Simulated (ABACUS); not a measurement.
# CaSe (Fm-3m) in ABACUS: reference runs

How does CaSe come out in PBE? The cell is run as given and disturbed.

Program: ABACUS 3.10.1. These are calculated values, not measurements. Logs are shortened: lines on timing, memory, paths and dates and some standing lists are left out, and cuts for length are marked.

**Measured values to compare with.**

A printed reference work, monograph, original work of 1988 reports, for a bulk crystal of CaSe at 2 K: band gap 3.85 eV (indirect).

The runs below are set against these values where they give the same quantity.

## (1) The structure

The structure is cubic, space group Fm-3m (No. 225). The conventional cell has a = 5.912 Å, b = 5.912 Å, c = 5.912 Å, α = 90.00°, β = 90.00°, γ = 90.00°. Se (site symmetry m-3m) is surrounded by 6 Ca at 2.96 Å. Around Ca (site symmetry m-3m) lie 6 Se at 2.96 Å.

## (2) Single point, PBE

INPUT reads:

```
INPUT_PARAMETERS
suffix              CaSe
calculation         scf
basis_type          pw
pseudo_dir          ./
symmetry            1
dft_functional      pbe
ecutwfc             87
pseudo_rcut         10
nspin               1
nbands              17
ks_solver           dav
smearing_method     fd
smearing_sigma      0.00367493
scf_thr             1e-08
scf_nmax            100
mixing_type         broyden
mixing_beta         0.7
cal_force           1
cal_stress          1
out_chg             1
out_pot             2
out_elf             1
```

STRU reads:

```
ATOMIC_SPECIES
Se 78.9710 Se.upf
Ca 40.0780 Ca.upf

LATTICE_CONSTANT
1.8897261246

LATTICE_VECTORS
0.0000000000 2.9560000000 2.9560000000
2.9560000000 0.0000000000 2.9560000000
2.9560000000 2.9560000000 0.0000000000

ATOMIC_POSITIONS
Direct

Se
0.0
1
0.5000000000 0.5000000000 0.5000000000 1 1 1

Ca
0.0
1
0.0000000000 0.0000000000 0.0000000000 1 1 1
```

KPT reads:

```
K_POINTS
0
Gamma
8 8 8 0 0 0
```

Potentials or basis: PseudoDojo NC SR 0.4.1 PBE standard, plane waves.

On the command line:

```bash
$ OMP_NUM_THREADS=1 mpirun -np 4 abacus > log
```

running log:

```text
ABACUS v3.10.1

               Atomic-orbital Based Ab-initio Computation at UStc

 ------------------------------------------------------------------------------------

 READING GENERAL INFORMATION
                           global_out_dir = OUT.CaSe/
                           global_in_card = INPUT
                               pseudo_dir = ./
                              orbital_dir =
                                    DSIZE = 4
                                    GSIZE = 1

 READING UNITCELL INFORMATION
                                    ntype = 2
                  lattice constant (Bohr) = 1.88973
              lattice constant (Angstrom) = 1

 READING ATOM TYPE 1
                               atom label = Se
                      L=0, number of zeta = 1
                      L=1, number of zeta = 1
                      L=2, number of zeta = 1
             number of atom for this type = 1

 READING ATOM TYPE 2
                               atom label = Ca
                      L=0, number of zeta = 1
                      L=1, number of zeta = 1
                      L=2, number of zeta = 1
             number of atom for this type = 1

                        TOTAL ATOM NUMBER = 2
DIRECT COORDINATES
    atom                   x                   y                   z     mag                  vx                  vy                  vz
taud_Se1            0.5000000000        0.5000000000        0.5000000000  0.0000        0.0000000000        0.0000000000        0.0000000000
taud_Ca1            0.0000000000        0.0000000000        0.0000000000  0.0000        0.0000000000        0.0000000000        0.0000000000

                          Volume (Bohr^3) = 348.61
                             Volume (A^3) = 51.6586

 Lattice vectors: (Cartesian coordinate: in unit of a_0)
                   +0              +2.956              +2.956
               +2.956                  +0              +2.956
               +2.956              +2.956                  +0
 Reciprocal vectors: (Cartesian coordinate: in unit of 2 pi/a_0)
            -0.169147           +0.169147           +0.169147
            +0.169147           -0.169147           +0.169147
            +0.169147           +0.169147           -0.169147
 The esolver type has been set to : ksdft_pw

                PAO radial cut off (Bohr) = 10

 Read in pseudopotential file is Se.upf
                     pseudopotential type = NC
          exchange-correlation functional = PBE
                 nonlocal core correction = 1
                        valence electrons = 16
                                     lmax = 2
                           number of zeta = 3
                     number of projectors = 6
                           L of projector = 0
[... 5 lines left out ...]
                PAO radial cut off (Bohr) = 10

 Read in pseudopotential file is Ca.upf
                     pseudopotential type = NC
[... 179 lines left out ...]
 projector 5 L=2
 projector 6 L=2
      TOTAL NUMBER OF NONLOCAL PROJECTORS = 36

 Init Non-Local PseudoPotential table :
 Init Non-Local-Pseudopotential done.

                                     npwx = 1198

 Make real space PAO into reciprocal space.
       max mesh points in Pseudopotential = 1001
     dq(describe PAO in reciprocal space) = 0.01
                                    max q = 1124

 number of pseudo atomic orbitals for Se is 3
WARNING: norm of atomic wavefunction # 3 of atomic type Se is 0.999991, renormalized

 number of pseudo atomic orbitals for Ca is 3
WARNING: norm of atomic wavefunction # 3 of atomic type Ca is 0.998766, renormalized

 -------------------------------------------
 SELF-CONSISTENT
 -------------------------------------------
                                 init_chg = atomic

 PW ALGORITHM --------------- ION=   1  ELEC=   1--------------------------------
 Notice: Threshold on eigenvalues was too large.
 hsover_error=0.26 > DRHO=0.046193
 Origin diag ethr = 0.01
 New diag ethr = 0.000177665

 Density error is 0.0440309447382
                          Error Threshold = 0.000177665462182
----------------------------------------------------------
     Energy           Rydberg                 eV
----------------------------------------------------------
 E_KohnSham     -320.1868036027      -4356.3649534037
 E_Harris       -318.1989634024      -4329.3189999662
 E_Fermi        0.5972979678         8.1266557655
----------------------------------------------------------
[... 63 lines left out ...]
 Density error is 4.58382241431e-09
                          Error Threshold = 1.1112903301e-09
----------------------------------------------------------
     Energy           Rydberg                 eV
----------------------------------------------------------
 E_KohnSham     -320.1952931808      -4356.4804600392
 E_KS(sigma->0) -320.1952931808      -4356.4804600392
 E_Harris       -320.1956605765      -4356.4854587139
 E_band         -36.9709895347       -503.0161183697
 E_one_elec     -170.3952623618      -2318.3464803258
 E_Hartree      90.7537934657        1234.7687062484
 E_xc           -63.2431697533       -860.4674682259
 E_Ewald        -177.3106545314      -2412.4352177359
 E_entropy(-TS) -0.0000000000        -0.0000000000
 E_descf        0.0000000000         0.0000000000
 E_exx          0.0000000000         0.0000000000
 E_Fermi        0.6207309434         8.4454777548
----------------------------------------------------------

 charge density convergence is achieved
 final etot is -4356.48046 eV
 EFERMI = 8.4454777548 eV
The vacuum level is 6.8450256121 eV

 STATE ENERGY(eV) AND OCCUPATIONS    NSPIN == 1
 1/29 kpoint (Cartesian) = 0.0000 0.0000 0.0000 (1192 pws)
       1       -38.5214     0.00390625
       2       -38.5214     0.00390625
       3       -38.5134     0.00390625
       4       -38.5134     0.00390625
       5       -38.5134     0.00390625
       6       -32.3623     0.00390625
[... 9 lines left out ...]
      16        11.1238    2.12949e-26
[... 82 lines left out ...]
       4       -38.5134      0.0234375
       5       -38.5134      0.0234375
       6       -32.3610      0.0234375
[... 9 lines left out ...]
      16        11.6704    2.28160e-30
      17        11.6704    2.28160e-30

[... levels at 23 further k points ...]

------------------------------------------------------------------------------------------
 TOTAL-FORCE (eV/Angstrom)
------------------------------------------------------------------------------------------
                       Se1         0.0000000000         0.0000000000         0.0000000000
                       Ca1         0.0000000000         0.0000000000         0.0000000000
------------------------------------------------------------------------------------------

----------------------------------------------------------------
 TOTAL-STRESS (KBAR)
----------------------------------------------------------------
        11.1176442422         0.0000000000         0.0000000000
         0.0000000000        11.1176442422        -0.0000000000
         0.0000000000        -0.0000000000        11.1176442422
----------------------------------------------------------------
 TOTAL-PRESSURE: 11.117644 KBAR

 --------------------------------------------
 !FINAL_ETOT_IS -4356.4804600392426437 eV
 --------------------------------------------
```

Run time: 13 s. Hardware: 4 MPI ranks of Intel Xeon 6975P-C (Granite Rapids), shared host; peak memory 0.28 GiB.

Results:

```yaml
Free_energy: -4356.4805 eV
Pressure: 1.1 GPa
Band_gap_on_the_k_mesh: 2.03 eV, indirect (least direct gap 2.96 eV)
```

Levels at points of the mesh, in eV from the valence-band top:
```
           k point  band 10  band 11  band 12  band 13  band 14  band 15  band 16  band 17
(0.00, 0.00, 0.00)   -11.80     0.00     0.00     0.00     3.35     3.71     3.71     3.71
(0.50, 0.50, 0.50)   -11.11    -3.28    -1.19    -1.19     4.52     5.48     5.51     5.51
(0.50, 0.50, 0.00)   -11.23    -2.52    -0.93    -0.93     2.03     5.04     5.07     6.03
```

## (3) Single point, PBE (atoms moved at random, drawn with an rms of 0.05 Å)

Edit INPUT of step 2 so:

```diff
@@ -20,4 +20,2 @@
 cal_stress          1
-out_chg             1
-out_pot             2
-out_elf             1
+kpar                4
```

Edit STRU of step 2 so:

```diff
@@ -18,3 +18,3 @@
 1
-0.5000000000 0.5000000000 0.5000000000 1 1 1
+0.4972960000 0.4850340000 0.4998740000 1 1 1
 
@@ -23,2 +23,2 @@
 1
-0.0000000000 0.0000000000 0.0000000000 1 1 1
+0.0051850000 0.0056180000 -0.0070100000 1 1 1
```

KPT is that of step 2.

Potentials or basis: PseudoDojo NC SR 0.4.1 PBE standard, plane waves.

On the command line:

```bash
$ OMP_NUM_THREADS=1 mpirun -np 4 abacus > log
```

running log:

```text
ABACUS v3.10.1

               Atomic-orbital Based Ab-initio Computation at UStc

 ------------------------------------------------------------------------------------

 READING GENERAL INFORMATION
                           global_out_dir = OUT.CaSe/
                           global_in_card = INPUT
                               pseudo_dir = ./
                              orbital_dir =
                                    DSIZE = 4
                                    GSIZE = 1

 READING UNITCELL INFORMATION
                                    ntype = 2
                  lattice constant (Bohr) = 1.88973
              lattice constant (Angstrom) = 1

 READING ATOM TYPE 1
                               atom label = Se
                      L=0, number of zeta = 1
                      L=1, number of zeta = 1
                      L=2, number of zeta = 1
             number of atom for this type = 1

 READING ATOM TYPE 2
                               atom label = Ca
                      L=0, number of zeta = 1
                      L=1, number of zeta = 1
                      L=2, number of zeta = 1
             number of atom for this type = 1

                        TOTAL ATOM NUMBER = 2
DIRECT COORDINATES
    atom                   x                   y                   z     mag                  vx                  vy                  vz
taud_Se1            0.4972960000        0.4850340000        0.4998740000  0.0000        0.0000000000        0.0000000000        0.0000000000
taud_Ca1            0.0051850000        0.0056180000        0.9929900000  0.0000        0.0000000000        0.0000000000        0.0000000000

                          Volume (Bohr^3) = 348.61
                             Volume (A^3) = 51.6586

 Lattice vectors: (Cartesian coordinate: in unit of a_0)
                   +0              +2.956              +2.956
               +2.956                  +0              +2.956
               +2.956              +2.956                  +0
 Reciprocal vectors: (Cartesian coordinate: in unit of 2 pi/a_0)
            -0.169147           +0.169147           +0.169147
            +0.169147           -0.169147           +0.169147
            +0.169147           +0.169147           -0.169147
 The esolver type has been set to : ksdft_pw
[... 220 lines left out ...]

 PW ALGORITHM --------------- ION=   1  ELEC=   1--------------------------------
 Notice: Threshold on eigenvalues was too large.
 hsover_error=0.26 > DRHO=0.0465799
 Origin diag ethr = 0.01
 New diag ethr = 0.000179153

 Density error is 0.044586535031
                          Error Threshold = 0.000179153434178
----------------------------------------------------------
     Energy           Rydberg                 eV
----------------------------------------------------------
 E_KohnSham     -320.1857193027      -4356.3502007457
 E_Harris       -318.1816431418      -4329.0833457311
 E_Fermi        0.6105696893         8.3072268008
----------------------------------------------------------
[... 63 lines left out ...]
 Density error is 2.26097145221e-09
                          Error Threshold = 2.88238116013e-10
----------------------------------------------------------
     Energy           Rydberg                 eV
----------------------------------------------------------
 E_KohnSham     -320.1942921922      -4356.4668408912
 E_KS(sigma->0) -320.1942921922      -4356.4668408912
 E_Harris       -320.1943796619      -4356.4680309777
 E_band         -36.9700666673       -503.0035621147
 E_one_elec     -170.5132754013      -2319.9521301016
 E_Hartree      90.8147504202        1235.5980681623
 E_xc           -63.2451114930       -860.4938869499
 E_Ewald        -177.2506557181      -2411.6188920020
 E_entropy(-TS) -0.0000000000        -0.0000000000
 E_descf        0.0000000000         0.0000000000
 E_exx          0.0000000000         0.0000000000
 E_Fermi        0.6210366334         8.4496368815
----------------------------------------------------------

 charge density convergence is achieved
 final etot is -4356.4668409 eV
 EFERMI = 8.4496368815 eV

 STATE ENERGY(eV) AND OCCUPATIONS    NSPIN == 1
 1/65 kpoint (Cartesian) = 0.0000 0.0000 0.0000 (4813 pws)
       1       -38.5228     0.00390625
       2       -38.5224     0.00390625
       3       -38.5148     0.00390625
       4       -38.5145     0.00390625
       5       -38.5144     0.00390625
       6       -32.3565     0.00390625
[... 9 lines left out ...]
      16        11.1470    1.45553e-26
[... 82 lines left out ...]
       4       -38.5145     0.00781250
       5       -38.5144     0.00781250
       6       -32.3556     0.00781250
[... 9 lines left out ...]
      16        11.3436    5.70629e-28
      17        11.7389    2.10081e-31

[... levels at 59 further k points ...]

------------------------------------------------------------------------------------------
 TOTAL-FORCE (eV/Angstrom)
------------------------------------------------------------------------------------------
                       Se1         0.1241784332         0.0090128528         0.2653917748
                       Ca1        -0.1241784332        -0.0090128528        -0.2653917748
------------------------------------------------------------------------------------------

----------------------------------------------------------------
 TOTAL-STRESS (KBAR)
----------------------------------------------------------------
        11.9426721444        -0.0172338226        -0.5142215315
        -0.0172338226        10.8576904688        -0.0375743899
        -0.5142215315        -0.0375743899        15.5936756574
----------------------------------------------------------------
 TOTAL-PRESSURE: 12.798013 KBAR

 --------------------------------------------
 !FINAL_ETOT_IS -4356.4668408911820734 eV
 --------------------------------------------
```

stdout:

```text
ABACUS v3.10.1

               Atomic-orbital Based Ab-initio Computation at UStc

%%%%%%%%%%%%%%%%%%%%%%%%%%%%%%%%%%%%%%%%%%%%%%%%%%%%%%%%%%%%%%%%%%%%%%%%%%%%%%%%%%%%%%%%%%%%%%%%%%%%%%%%%
 Warning: the number of valence electrons in pseudopotential > 6 for Se: [Ar] 3d10 4s2 4p4
[... 34 lines left out ...]
 TOTAL-STRESS (KBAR)
----------------------------------------------------------------
        11.9426721444        -0.0172338226        -0.5142215315
        -0.0172338226        10.8576904688        -0.0375743899
        -0.5142215315        -0.0375743899        15.5936756574
----------------------------------------------------------------
 TOTAL-PRESSURE: 12.798013 KBAR
```

Wall time 90 s (4 MPI ranks of Intel Xeon 6975P-C (Granite Rapids), shared host); peak memory 0.76 GiB.

Results:

| Property | Result |
| --- | --- |
| Free energy | -4356.4668 eV |
| Pressure | 1.3 GPa |
| Largest force | 0.293 eV/Å |
| Band gap on the k mesh | 2.05 eV, indirect (least direct gap 2.97 eV) |

Forces on the atoms (eV/Å):
```
Se   0.124  0.009  0.265
Ca  -0.124 -0.009 -0.265
```

A k mesh can miss the band edges.

## (4) Comparison with measurements

Step 2. A measured gap of CaSe is 3.85 eV (indirect; 2 K; a printed reference work, monograph, original work of 1988); the calculated 2.03 eV misses it by -1.82 eV. Spin-orbit coupling on Se is left out. The value is that of PBE on a finite k mesh, which can miss the band edges, without temperature or zero-point motion. Semilocal functionals fall short of measured gaps as a rule.
